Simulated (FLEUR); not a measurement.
# Calculated records

### free-standing square Cr monolayer, spacing 2.56 A: parallel and opposed starts

The cell holds 2 atoms: 2 Cr. Cell: a = 5.120 Å, b = 3.620 Å, c = 14.000 Å, α = 90.0°, β = 90.0°, γ = 45.0°. model lattice. Vacuum lies along c.

| Item | Value |
| --- | --- |
| method | PBE; all-electron FLAPW film, Dirac cores, scalar-relativistic bands |
| program | FLEUR MaX-R8.1 |
| settings of one run | kmax 3.6 1/bohr, gmax 10.8 1/bohr, muffin tin radii Cr: 2.3 bohr, lmax Cr: [8, 6], hist occupations, smearing width 0.05 eV, mixer Anderson, mixing 0.03, max iterations 120, stop 2.00e-5 me/bohr³, film mode on, collinear spin, 5×10×1 k-mesh, mesh matched on, starting moments 2.5 -2.5 μB |
| notes | Only 4 starts were tried; other patterns of signs, canted and longer-period orders were not. |
| lowest state found | antiferromagnetic (initial antiferro q=(1/2,1/2,0) +-) |
| largest site spin moment | 3.42 μB |
| next finished state | antiferromagnetic, 286 meV a seeded atom higher |
| energy gained by spin polarisation | 1136 meV a seeded atom |

The lowest state found is antiferromagnetic, reached from the start antiferro q=(1/2,1/2,0) +-, with moments up to 3.42 μB. The next finished state costs 286 meV a seeded atom.

[Hosts, paths, dates, database ids (printed as entryN), source tags and the programs' standing remarks are cut or masked in the printed files.]

[Where a cell is said to come from a database of computed structures, the database is the Materials Project.]
